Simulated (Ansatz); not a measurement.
Relaxing Cs4Sn2I11

Computed with DFT LDA, scalar-relativistic, plane waves, PAW (Ansatz). Run with 420 eV cutoff, 3×3×3 k-mesh, Gaussian smearing of 0.10 eV, no spin polarisation.

What was changed: I vacancy (site e), charge +0, atoms relaxed at the host's cell.

A cell with an odd number of electrons and no spin polarisation is a metal by construction and may be lower with spin. Spin-orbit coupling is left out, which matters for the bands and energies of heavy elements.

In a supercell of 17 atoms the defect feels its periodic images, and the cell reads as a metal on the mesh, so a level in the gap can't be told from a carrier in the bands.

Spin polarisation was left out.

Command:

```bash
ansatz run input.yaml --threads 8 --pin off --max-ram 20480MiB --backend cpu --events-out ev --progress --plain --runs-dir out
```

Input:

```yaml
crystal:
  lattice:
    - [0.0, -5.6412849219, 5.6412849219]
    - [0.0, 5.6412849219, 5.6412849219]
    - [-11.2825698438, 0.0, 0.0]
  atoms:
    - { symbol: Cs, position: [0.0, 0.5, 0.75] }
    - { symbol: Cs, position: [0.5, 0.0, 0.25] }
    - { symbol: Cs, position: [0.0, 0.5, 0.25] }
    - { symbol: Cs, position: [0.5, 0.0, 0.75] }
    - { symbol: Sn, position: [0.0, 0.0, 0.0] }
    - { symbol: Sn, position: [0.5, 0.5, 0.5] }
    - { symbol: I, position: [0.5, 0.5, 0.7524154307] }
    - { symbol: I, position: [0.7524154307, 0.2475845693, 0.5] }
    - { symbol: I, position: [0.2524154307, 0.7475845693, 0.0] }
    - { symbol: I, position: [0.2475845693, 0.7524154307, 0.5] }
    - { symbol: I, position: [0.7475845693, 0.2524154307, 0.0] }
    - { symbol: I, position: [1.0, 1.0, 0.7475845693] }
    - { symbol: I, position: [0.5, 0.5, 0.2475845693] }
    - { symbol: I, position: [0.2475845693, 0.2475845693, 0.5] }
    - { symbol: I, position: [0.7475845693, 0.7475845693, 0.0] }
    - { symbol: I, position: [0.7524154307, 0.7524154307, 0.5] }
    - { symbol: I, position: [0.2524154307, 0.2524154307, 0.0] }
basis:
  ecutwfc: 420
  xc_grid: 2
kpoints:
  mp_grid: { grid: [3, 3, 3], shift: [0.0, 0.0, 0.0] }
hamiltonian:
  xc: lda
scf:
  occupations: { method: gaussian, width: 0.1 }
output:
  forces: true
  stress: false
  eigenvalues: true
  write_density: true
  write_potential: true
  elf: true
  volumetric_format: npy
relax:
  adjacent_minimum: "off"
  f_tol: 0.025
  max_steps: 45
```

F is the free energy.

Steps:

```
step F − F(1) (eV) largest force component (eV/Å)
   1         0.0000                           0.848
   2        -0.1700                           0.490
   3        -0.2061                           0.089
   4        -0.2130                           0.053
   5        -0.2144                           0.028
   6        -0.2147                           0.009
```

Relaxed structure:

```
CELL_PARAMETERS angstrom
0.00000 -5.64128 5.64128
0.00000 5.64128 5.64128
-11.28257 0.00000 0.00000
ATOMIC_POSITIONS crystal
Cs 0.00000 0.50000 0.75029
Cs 0.50000 0.00000 0.25525
Cs 0.00000 0.50000 0.25525
Cs 0.50000 0.00000 0.75029
Sn 0.00000 0.00000 0.97598
Sn 0.50000 0.50000 0.49625
I 0.50000 0.50000 0.75240
I 0.75565 0.24435 0.49574
I 0.25230 0.74770 0.01357
I 0.24435 0.75565 0.49574
I 0.74770 0.25230 0.01357
I 0.00000 0.00000 0.73155
I 0.50000 0.50000 0.24308
I 0.24435 0.24435 0.49574
I 0.74770 0.74770 0.01357
I 0.75565 0.75565 0.49574
I 0.25230 0.25230 0.01357
```

The run converged. It took 43 s on 8 threads of Intel(R) Xeon(R) 6975P-C (Granite Rapids), with other jobs on the host, peak memory 2.9 GiB.